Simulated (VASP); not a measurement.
# NaI: molecular dynamics with a thermostat

NaI, Pmma (no. 51), 16 atoms in the cell. PBE, molecular dynamics; PAW potentials I, Na (PBE set).

Ensemble: Nose-Hoover chain; Target temperature (K): 1600.

## Input

INCAR:
```
SYSTEM = NaI
  GGA = PE
  PREC = Normal
  ENCUT = 200
  EDIFF = 1E-6
  NELMIN = 4
  NELM = 60
  ALGO = Normal
  LREAL = Auto
  LASPH = .True.
  ISMEAR = 0
  SIGMA = 0.05
  ISYM = 0
  LWAVE = .False.
  LCHARG = .False.
  IBRION = 0
  NSW = 60
  POTIM = 2.0
  TEBEG = 1600
  ISIF = 2
  RANDOM_SEED = 811742 0 0
  MDALGO = 4
  NHC_NCHAINS = 3
  NHC_PERIOD = 30
  KPAR = 2
```

KPOINTS:
```
k-points
0
Monkhorst-Pack
  1 2 2
```

POSCAR:
```
NaI
1.0
    9.2444186134      0.0000000000      0.0000000000
    0.0000000000      8.5394032006      0.0000000000
    0.0000000000      0.0000000000      7.7983840000
I Na
8 8
Direct
    0.3750000000      0.0000000000      0.2575730000
    0.3750000000      0.5000000000      0.2575730000
    0.8750000000      0.0000000000      0.2575730000
    0.8750000000      0.5000000000      0.2575730000
    0.1250000000      0.0000000000      0.7424270000
    0.1250000000      0.5000000000      0.7424270000
    0.6250000000      0.0000000000      0.7424270000
    0.6250000000      0.5000000000      0.7424270000
    0.3750000000      0.2500000000      0.7249690000
    0.3750000000      0.7500000000      0.7249690000
    0.8750000000      0.2500000000      0.7249690000
    0.8750000000      0.7500000000      0.7249690000
    0.1250000000      0.2500000000      0.2750310000
    0.1250000000      0.7500000000      0.2750310000
    0.6250000000      0.2500000000      0.2750310000
    0.6250000000      0.7500000000      0.2750310000
```

Commands:
```
cat potpaw_PBE.64/I/POTCAR potpaw_PBE.64/Na/POTCAR > POTCAR
mpirun -np 2 vasp_std > vasp.out
```

## Result

- Mean temperature (K): 1434
- Spread of the conserved energy (meV/atom): 0.16
- Rise of the mean potential energy above the start (meV/atom): 51.1
- Electronic steps per ionic step after the first: 4.4

Course of the run:

| Time (fs) | Temperature (K) | Potential energy less the first (meV/atom) | Conserved energy less the first (meV/atom) |
|---|---|---|---|
| 2 | 1600 | 0.0 | 0.00 |
| 12 | 1568 | 3.9 | -0.00 |
| 20 | 1505 | 11.7 | -0.00 |
| 30 | 1405 | 24.6 | -0.00 |
| 38 | 1333 | 34.8 | -0.02 |
| 48 | 1278 | 44.7 | -0.04 |
| 56 | 1278 | 49.0 | -0.05 |
| 66 | 1331 | 50.6 | -0.08 |
| 74 | 1404 | 51.0 | -0.11 |
| 84 | 1500 | 54.8 | -0.14 |
| 92 | 1548 | 64.4 | -0.16 |
| 102 | 1527 | 87.6 | -0.16 |
| 110 | 1451 | 112.7 | -0.14 |
| 120 | 1376 | 139.1 | -0.12 |

REPORT:
```
MDALGO =   4
           NHC_NCHAINS =   3
            NHC_PERIOD =    30
            NHC_NRESPA =    1
                NHC_NS =  1
               SCALING =       0
                 CNEXP =     9.000   14.000
           RANDOM_SEED =            811742                0                0

   original number of atomic DOF:         45
   number of independent constraints:      0
   number of active DOF:                  45

========================================
         MD step No.       1
========================================

  Atomic velocities initialized by STEP_tb

  >Nose-Hoover_chains
                       xs       vs(fs^-1)
   nhc_s>   0.19647197E-08   0.39290301E-08
   nhc_s>  -0.13889371E-03  -0.27779707E-03
   nhc_s>  -0.13888889E-03  -0.27773919E-03

  >Energies
                    E_tot             E_pot             E_kin               EPS                ES
   e_b>   -0.37689518E+02   -0.40791821E+02    0.31023027E+01    0.38296832E-04   -0.38287967E-04

  >Temperature
               T_sim     T_inst
   tmprt>   1600.000   1600.023

           RANDOM_SEED =            811742               96                0

[... steps left out ...]

========================================
         MD step No.      60
========================================

  >Nose-Hoover_chains
                       xs       vs(fs^-1)
   nhc_s>  -0.32029259E+00  -0.47040843E-02
   nhc_s>  -0.78933028E+00   0.25131976E-01
   nhc_s>  -0.10533331E+01  -0.13354116E-01

  >Energies
                    E_tot             E_pot             E_kin               EPS                ES
   e_b>   -0.37691436E+02   -0.38565447E+02    0.26671884E+01    0.44814661E+00   -0.22413241E+01

  >Temperature
               T_sim     T_inst
   tmprt>   1600.000   1375.611

           RANDOM_SEED =            811742               96                0
```

OSZICAR:
```
N       E                     dE             d eps       ncg     rms          rms(c)
DAV:   1     0.243395916508E+03    0.24340E+03   -0.12381E+04   164   0.546E+02
DAV:   2    -0.131031663300E+02   -0.25650E+03   -0.25015E+03   239   0.137E+02
DAV:   3    -0.408351820523E+02   -0.27732E+02   -0.27634E+02   200   0.513E+01
DAV:   4    -0.419046664835E+02   -0.10695E+01   -0.10687E+01   208   0.133E+01
DAV:   5    -0.419223804010E+02   -0.17714E-01   -0.17708E-01   183   0.164E+00    0.556E+00
DAV:   6    -0.409523090335E+02    0.97007E+00   -0.13536E+00   176   0.308E+00    0.401E+00
DAV:   7    -0.407525111523E+02    0.19980E+00   -0.12491E+00   166   0.301E+00    0.207E+00
DAV:   8    -0.407900194051E+02   -0.37508E-01   -0.71982E-02   166   0.990E-01    0.497E-01
DAV:   9    -0.407893915856E+02    0.62782E-03   -0.18858E-03   200   0.176E-01    0.200E-01
DAV:  10    -0.407914599524E+02   -0.20684E-02   -0.24378E-03   183   0.160E-01    0.476E-02
DAV:  11    -0.407917911407E+02   -0.33119E-03   -0.39105E-04   184   0.677E-02    0.194E-02
DAV:  12    -0.407918159248E+02   -0.24784E-04   -0.27877E-05   183   0.168E-02    0.133E-02
[... left out ...]
     58 T=  1395. E= -.37664514E+02 F= -.38707179E+02 E0= -.38707179E+02  EK= 0.27316E+01 SP= -.21E+01 SK= 0.44E+00
     59 T=  1383. E= -.37665470E+02 F= -.38630450E+02 E0= -.38630450E+02  EK= 0.27070E+01 SP= -.22E+01 SK= 0.44E+00
[... last step whole ...]
       N       E                     dE             d eps       ncg     rms          rms(c)
DAV:   1    -0.385654433200E+02    0.65007E-01   -0.21007E-06   166   0.121E+00    0.557E-03
DAV:   2    -0.385654465085E+02   -0.31885E-05   -0.35113E-05   165   0.257E-02    0.516E-03
DAV:   3    -0.385654465653E+02   -0.56807E-07   -0.84922E-07   120   0.416E-03    0.341E-03
DAV:   4    -0.385654465491E+02    0.16126E-07   -0.16421E-07   103   0.197E-03
     60 T=  1376. E= -.37666443E+02 F= -.38565447E+02 E0= -.38565447E+02  EK= 0.26922E+01 SP= -.22E+01 SK= 0.45E+00
```

Limits: 120 fs of 16 atoms are too short for converged averages.

VASP 6.6.1 took 273 s on 2 cores (Intel Xeon Platinum 8488C (Sapphire Rapids)), a shared host.
